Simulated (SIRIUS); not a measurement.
**PtSe2 (Sudovikovite) in SIRIUS: the effect of Hubbard term**

The system is PtSe2 (Sudovikovite).

```xyz
3
Lattice="3.7240 0.0000 0.0000 -1.8620 3.2251 0.0000 0.0000 0.0000 5.0620" Properties=species:S:1:pos:R:3 pbc="T T T"
Pt    0.0000    0.0000    0.0000
Se    1.8620    1.0750    3.7965
Se    0.0000    2.1501    1.2655
```

Alike in all runs:

```yaml
Program: SIRIUS 7.12.0
Task: single point
Functional: PBEsol
Potentials_or_basis: PseudoDojo 0.4.1 PBE standard (scalar relativistic)
Cutoff: 1177 eV
Density_cutoff: 4707 eV
k_mesh: 4 × 4 × 3
Occupations: fermi-dirac, width 0.05 eV
Spin: no spin polarisation
Libxc_names: "[\"XC_GGA_X_PBE_SOL\", \"XC_GGA_C_PBE_SOL\"]"
Energy_tol: 1e-08 Ha
Density_tol: 1e-06
Mixer: anderson
Mixing_beta: 0.7
Max_scf: 100
Radial_cutoff_for_the_potentials'_integrals: 6.5 bohr
```

| Hubbard term | pressure (GPa) | largest force (eV/Å) |
| --- | --- | --- |
| none | 1.6 | 0.22 |
| Pt d U = 2 eV | 1.7 | 0.26 |
| Pt d U = 4 eV | 1.8 | 0.31 |
| Pt d U = 6 eV | ? | ? |
| Pt d U = 8 eV | 2.3 | 0.42 |

Task: What does the run with Hubbard term Pt d U = 6 eV give?

Result: Pressure 2.0 GPa; largest force 0.36 eV/Å.

Worked out: A parabola through the other rows of the pressure, of slope 0.12 GPa per eV there, gives 2.0 GPa, against the run's 2.0. A straight line through the other rows of the largest force, of slope 0.0253 eV/Å per eV, gives 0.37 eV/Å, against the run's 0.36.

Caveats: all runs use coarse meshes; the potentials were made for another functional, which shifts forces and pressure; U without spin polarisation on a metal has little footing (some runs).
